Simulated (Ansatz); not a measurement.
Write a Python script for the Ansatz DFT code, driven from Python that makes a convergence test of the k-point mesh of Li2Se, space group Fm-3m. Level of theory (first run): PBE, PAW, the default cutoff (420 eV here), 2×2×2 k-points, fixed occupations. The script varies spacing (1/A): 1.0, 0.6, 0.4, 0.3.

```xyz
3
Lattice="0.0000 3.0025 3.0025 3.0025 0.0000 3.0025 3.0025 3.0025 0.0000" Properties=species:S:1:pos:R:3 pbc="T T T"
Li    1.5012    1.5012    1.5012
Li    4.5038    4.5038    4.5038
Se    0.0000    0.0000    0.0000
```

The script, `kconv_li2se.py`:
```python
"""Convergence of Li2Se with the k-point mesh."""

import warnings

import ansatz as az
import numpy as np
import pandas as pd


def main() -> None:
    warnings.simplefilter("ignore", az.DeckWarning)

    vectors = np.array([
        [0.0, 3.0025, 3.0025],
        [3.0025, 0.0, 3.0025],
        [3.0025, 3.0025, 0.0],
    ])
    system = (
        az.Lattice.of(vectors)
        .atom("Li", [0.25, 0.25, 0.25])
        .atom("Li", [0.75, 0.75, 0.75])
        .atom("Se", [0.0, 0.0, 0.0])
    )

    job = system.calculation().functional("pbe").occupations("fixed")

    rows = []
    for value in [1.0, 0.6, 0.4, 0.3]:
        report = job.kpoints(spacing=value).run().report
        rows.append((value, report["free_energy_ev"] / len(report["lattice"]["sites"]), report["n_iterations"], report["n_kpoints"]))

    table = pd.DataFrame(rows, columns=["spacing (1/A)", "F/atom (eV)", "iterations", "k-points"])
    print(table.round(5).to_string(index=False))

    # differences from the last row
    for row in rows[:-1]:
        shift = 1000 * (row[1] - rows[-1][1])
        print(f"{row[0]}: {shift:+.2f} meV/atom" + ("  (within 2 meV)" if abs(shift) < 2 else ""))


if __name__ == "__main__":
    main()
```

```console
$ python kconv_li2se.py
 spacing (1/A)  F/atom (eV)  iterations  k-points
           1.0  -1960.54280           6         3
           0.6  -1960.75150           6         8
           0.4  -1960.75469           8        10
           0.3  -1960.75536           7        20
1.0: +212.56 meV/atom
0.6: +3.86 meV/atom
0.4: +0.66 meV/atom  (within 2 meV)
```

From a spacing of 0.4 (5×5×5) on it stays within 2 meV an atom of the value at a spacing of 0.3 (7×7×7); the first row (a spacing of 1.0 (2×2×2)) is off by 212.6 meV and the last but one by 0.66 meV.

The starting cell is as deposited in a crystallographic database; the results hold for this polymorph, which needn't be the stable one. Shifts are counted from the finest mesh, which is itself no proven limit. Wall time of the script: 4.1 s on 1 thread of Arm Neoverse N1, on a shared host, peak memory 0.39 GiB.
